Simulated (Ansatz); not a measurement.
# In2O3: ¹¹³In nuclear quadrupole resonance

Cell: a COD entry, ions relaxed with PBE at fixed cell.

Space group R-3c:H (No. 167); a = 5.4870, c = 14.5100 Å, γ = 120.00°.

| site | Wyckoff | site symmetry | x | y | z |
| --- | --- | --- | --- | --- | --- |
| In | 12c | 3. | 0.0000 | 0.0000 | 0.8579 |
| O | 18e | .2 | 0.9626 | 0.3333 | 0.0833 |

One atom of each set is listed; the run and its k-mesh use a cell of 10 atoms with edges of 5.78, 5.78, 5.78 Å.

The numbers come from a DFT calculation in Ansatz (PBE, plane waves and PAW, scalar-relativistic, 420 eV cutoff, Γ-centred 7×7×7 k-points, Fermi–Dirac smearing 0.02 eV).

¹¹³In: I = 9/2, Q = 761.0 mb (year-2017 value). Static lattice, zero field.

Problem. The simulated lines lie at 3.69, 7.38, 11.1, 14.8 MHz. What are |C_Q|, η and |V_zz| at In?

Solution. For I = 9/2 and η = 0 the lines are |C_Q|/24 times 1, 2, 3 and 4; η shifts the lowest up most. Here |C_Q| = 88.6 MHz, η = 0.00 and |V_zz| = 4.81 × 10²¹ V/m². The calculation gives V_zz positive; the lines don't show the sign. The site has 6 O at 2.12–2.26 Å.

An axis of threefold or higher order runs through In, so V_zz lies along it and η is zero.

At this cell the PBE pressure is 8 GPa, so with PBE the cell would grow if it were relaxed. Without spin–orbit coupling (the program notes it for In) the gradients are little affected as a rule: paired runs on crystals with a gap mostly move them by under 2 % at such atoms.
